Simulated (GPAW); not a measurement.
# Al (P6_3/mmc) in GPAW: equation of state

Aim: energy against volume of Al in PBEsol, for its equilibrium volume and stiffness.

Program: GPAW 26.7.0. These are calculated values, not measurements. Logs are shortened: lines on timing, memory, paths and dates and some standing lists are left out, and cuts for length are marked. The log counts tension as positive stress, the text compression.

### Step 1. The crystal as given

It takes space group P6_3/mmc (No. 194, hexagonal). The conventional cell has a = 2.827 Å, b = 2.827 Å, c = 9.186 Å, α = 90.00°, β = 90.00°, γ = 120.00°. Around Al (site symmetry -6m2) lie 12 Al at 2.82 to 2.83 Å. Around Al (site symmetry -3m) lie 12 Al at 2.82 to 2.83 Å.

This isn't the form of Al at room conditions, which is fcc.

### Step 2. Equation of state, PBEsol

run.py reads:

```python
from ase import Atoms
from ase.eos import EquationOfState
from ase.io import Trajectory
from ase.units import GPa
from gpaw import GPAW, PW, setup_paths

setup_paths.insert(0, '.')

atoms = Atoms(['Al', 'Al', 'Al', 'Al'],
              cell=[[2.8270770242, 0.0, 0.0],
                    [-1.4135385121, 2.4483205214, 0.0],
                    [0.0, 0.0, 9.18599307]],
              scaled_positions=[[0.6666666667, 0.3333333333, 0.75],
                                [0.0, 0.0, 0.5],
                                [0.3333333333, 0.6666666667, 0.25],
                                [0.0, 0.0, 0.0]],
              pbc=True)

traj = Trajectory('eos.traj', 'w')
volumes, energies = [], []
for x in [0.94, 0.96, 0.98, 1.0, 1.02, 1.04, 1.06]:
    a = atoms.copy()
    a.set_cell(atoms.cell * x**(1 / 3), scale_atoms=True)
    calc = GPAW(mode=PW(600),
                xc='PBEsol',
                kpts={'size': (11, 11, 3), 'gamma': True},
                occupations={'name': 'fermi-dirac', 'width': 0.05},
                nbands=16,
                convergence={'density': 1e-05, 'energy': 1e-05},
                maxiter=150,
                txt=f'eos-{x:.2f}.txt')
    a.calc = calc
    energies.append(a.get_potential_energy(force_consistent=True))
    volumes.append(a.get_volume())
    p = -a.get_stress()[:3].mean() / GPa
    calc.write(f'eos-{x:.2f}.gpw')
    traj.write(a)
    print(f'{x:.2f} {volumes[-1]:10.4f} A^3 {energies[-1]:14.6f} eV {p:9.3f} GPa', flush=True)

v0, e0, B = EquationOfState(volumes, energies, eos='birchmurnaghan').fit()
print(f'V0 = {v0:.4f} A^3, E0 = {e0:.6f} eV, B0 = {B / GPa:.2f} GPa')
```

Potentials or basis: PAW data sets generated in the run's folder for this functional, pw.

Command:

```bash
$ gpaw-setup -f PBEsol Al
$ OMP_NUM_THREADS=1 python run.py
```

Log:

```text
__  _  _
 | _ |_)|_||  |
 |__||  | ||/\| - 26.7.0

Input parameters:
  mode=PW(ecut=600.0),
  convergence={'density': 1e-05, 'energy': 1e-05},
  kpts=MonkhorstPack(size=(11, 11, 3), gamma=True),
  maxiter=150,
  nbands=16,
  occupations=Occupations(name='fermi-dirac', width=0.05),
  xc=XC(name='PBEsol')

Diagonalizing LCAO Hamiltonian
Converting LCAO to pw mode

           Al

       Al

        Al

       Al

Atoms  # Å, Bohr magnetons
|   | symbol |         x |        y |        z |    initial magnetic moments |
|---|--------|-----------|----------|----------|-----------------------------|
| 0 |     Al |  1.384683 | 0.799447 | 6.748853 | ( 0.0000,  0.0000,  0.0000) |
| 1 |     Al |  0.000000 | 0.000000 | 4.499236 | ( 0.0000,  0.0000,  0.0000) |
| 2 |     Al | -0.000000 | 1.598894 | 2.249618 | ( 0.0000,  0.0000,  0.0000) |
| 3 |     Al |  0.000000 | 0.000000 | 0.000000 | ( 0.0000,  0.0000,  0.0000) |

Unit cell  # Å
| periodic |         x |        y |        z |  lengths |     angles |
|----------|-----------|----------|----------|----------|------------|
|      yes |  2.769365 | 0.000000 | 0.000000 | 2.769365 |  90.000000 |
|      yes | -1.384683 | 2.398341 | 0.000000 | 2.769365 |  90.000000 |
|      yes |  0.000000 | 0.000000 | 8.998471 | 8.998471 | 120.000000 |

Number of symmetries: 12
Symmetry operations  # r_c * U_cc + t_c -> r_c
|    | kind |            matrix            |
|----|------|------------------------------|
|  0 |  σ   |  1, 1, 0,  0,-1, 0,  0, 0, 1 |
|  1 |  S6  |  1, 1, 0, -1, 0, 0,  0, 0,-1 |
|  2 |  E   |  1, 0, 0,  0, 1, 0,  0, 0, 1 |
|  3 |  C2  |  1, 0, 0, -1,-1, 0,  0, 0,-1 |
|  4 |  C2  |  0, 1, 0,  1, 0, 0,  0, 0,-1 |
|  5 |  C3  |  0, 1, 0, -1,-1, 0,  0, 0, 1 |
|  6 |  S6  |  0,-1, 0,  1, 1, 0,  0, 0,-1 |
|  7 |  σ   |  0,-1, 0, -1, 0, 0,  0, 0, 1 |
|  8 |  σ   | -1, 0, 0,  1, 1, 0,  0, 0, 1 |
|  9 |  i   | -1, 0, 0,  0,-1, 0,  0, 0,-1 |
| 10 |  C3  | -1,-1, 0,  1, 0, 0,  0, 0, 1 |
| 11 |  C2  | -1,-1, 0,  0, 1, 0,  0, 0,-1 |

BZ-sampling:
  Number of BZ points: 363
  Number of IBZ points: 42

  Monkhorst-Pack size: [11, 11, 3]
  Monkhorst-Pack shift: [0, 0, 0]

K-points  # in reciprocal-cell coordinates
|     |                                coordinates |     weight |
|-----|--------------------------------------------|------------|
|   0 | (  0.00000000,   0.00000000,   0.00000000) | 0.00275482 |
|   1 | (  0.00000000,   0.00000000,   0.33333333) | 0.00550964 |
|   2 | (  0.09090909,   0.00000000,  -0.33333333) | 0.01652893 |
|   3 | (  0.09090909,   0.00000000,   0.00000000) | 0.01652893 |
|   4 | (  0.09090909,   0.00000000,   0.33333333) | 0.01652893 |
|   5 | (  0.18181818,  -0.09090909,   0.00000000) | 0.01652893 |
|   6 | (  0.18181818,  -0.09090909,   0.33333333) | 0.03305785 |
|   7 | (  0.18181818,   0.00000000,  -0.33333333) | 0.01652893 |
|   8 | (  0.18181818,   0.00000000,   0.00000000) | 0.01652893 |
|   9 | (  0.18181818,   0.00000000,   0.33333333) | 0.01652893 |
| ... |                                            |            |
|  41 | (  0.45454545,   0.45454545,   0.33333333) | 0.03305785 |

Plane wave coefficients: 2028
Cutoff: 600.0 eV

Spin-components: 1 (collinear spins)
Bands:           16
Projectors:      20
Spin-degeneracy: 2
Datatype:        complex128

Parallelization:
  kpt:    1
  domain: 1
  band:   1

Density:
  Valence electrons: 12.0
  Components: 1
  Grid points: [16 16 54]
  Charge: 0.0  # |e|

Potential:
  Grid points: [16 16 54]

species:
  Al:
    name:    Aluminium
    Z:       13.0
    valence: 3
    core:    10
    charge:  0.0  # [|e|]
    compensation charges:
      type: gauss
      rc: 0.34  # [Å]
      lmax: 2
    cutoffs:
      filter: 1.91  # [Å]
      core: 2.36  # [Å]
    projectors
    | kind |    occ | energy [eV] | rcut [Å] |
    |------|--------|-------------|----------|
    |   3s |  2.000 |      -7.715 |    1.085 |
    |   3p |  1.000 |      -2.689 |    1.085 |
    |    s |        |      19.497 |    1.085 |
    |    p |        |      24.522 |    1.085 |
    |    d |        |       0.000 |    1.085 |

    Using partial waves for Al as LCAO basis

Reference energy: -26360.510908  # eV

eigensolver:
  PPCG
  Converge bands: occupied
  niter=2

density mixing:
  MSR1-Mixer
  Pratt-step length: 0.05
  Maximum mixing coefficient: 0.75
  Old densities: 10
  SVD Regularization: 0.005
  Good broyden scale: 1.0
  Trust region scale: 1.0
  Backstep threshold: 4.0
  History deletion threshold: 6.0
  Fourier metric: weight=20.0, sigma=0.015

occupation numbers:
  Fermi-Dirac:
    width: 0.0500  # eV

poisson solver:
  ecut: 4800.0  # eV

xc functional:
  name: PBEsol with 2 nearest neighbor stencil

convergence criteria:
- Maximum integral of absolute [dens]ity change: 1e-05 electrons / valence electron
- Maximum [total energy] change in last 3 cyles: 1e-05 eV / valence electron
- Maximum integral of absolute [eigenst]ate change: 4e-08 eV^2 / valence electron
maximum number of iterations: 150

SCF iterations
|iter     | |      energy | eigst |  dens |
|---------|-|-------------|-------|-------|
|iter:   1| |  -16.182262 | -0.20 |       |
|iter:   2| |  -16.184544 | -3.18 | -1.00 |
|iter:   3| |  -16.193366 | -3.03 | -1.02 |
|iter:   4| |  -16.195569 | -3.80 | -1.60 |
|iter:   5| |  -16.195603 | -5.90 | -2.88 |
|iter:   6| |  -16.195607c| -6.50 | -3.31 |
|iter:   7| |  -16.195608c| -8.12c| -4.05 |
|iter:   8| |  -16.195608c| -8.58c| -4.56 |
|iter:   9| |  -16.195608c| -9.70c| -5.52c|

Converged in 9 steps
Energy contributions relative to reference atoms: (reference = -26360.510908)

Energy contributions:
  Kinetic:          31.666016
  Coulomb:         -20.108647
  Zero:             -0.039601
  External:          0.000000
  Xc:              -27.707136
  Entropy:          -0.012482
  Spinorbit:         0.000000
  ----------------------------
  Free energy:     -16.201849
  Extrapolated:    -16.195608

dipole moment: (-4.754842, -8.235627, -15.449863)  # |e|*Ang

Fermi level: 8.116
Eigenvalues  # (at kpt = [0.000, 0.000, 0.000])
| band index |      eig [eV] | occ [0-2] |
|------------|---------------|-----------|
|          0 |        -3.750 |     2.000 |
|          1 |        -1.936 |     2.000 |
|          2 |        -1.936 |     2.000 |
|          3 |         3.121 |     2.000 |
|          4 |         3.636 |     2.000 |
|          5 |        11.829 |     0.000 |
|          6 |        11.842 |     0.000 |
|          7 |        19.452 |     0.000 |
|          8 |        19.452 |     0.000 |
|          9 |        19.528 |     0.000 |
|         10 |        19.532 |     0.000 |
|         11 |        20.464 |     0.000 |
|         12 |        21.437 |     0.000 |
|        ... |               |           |
|         15 |        21.677 |     0.000 |

No gap
No difference between direct/indirect transitions

Stress tensor  # eV/Ang^3
|         x |         y |         z |
|-----------|-----------|-----------|
| -0.048052 | -0.000000 |  0.000000 |
| -0.000000 | -0.048052 |  0.000000 |
|  0.000000 |  0.000000 | -0.062361 |

# Writing to eos-0.94.gpw (mode='')
```

Run time: 2.1 min. Hardware: 1 thread of Intel Xeon Platinum 8488C (Sapphire Rapids), shared host; peak memory 0.36 GiB.

What came out:

| Item | Value |
| --- | --- |
| Equilibrium volume | 16.30 Å³/atom |
| Bulk modulus at fixed shape and positions | 80 GPa |
| Pressure derivative of the bulk modulus | 4.3 |

Energy against volume, from the lowest point:
```tsv
volume (Å³/atom)	energy (meV/atom)
14.942	33.13
15.260	18.69
15.578	8.65
15.895	2.55
16.213	0.00
16.531	0.65
16.849	4.19
```

Caveat: the cell was scaled at fixed shape and fractional positions, which overstates the stiffness of a crystal with free parameters, most of all of layers and chains.
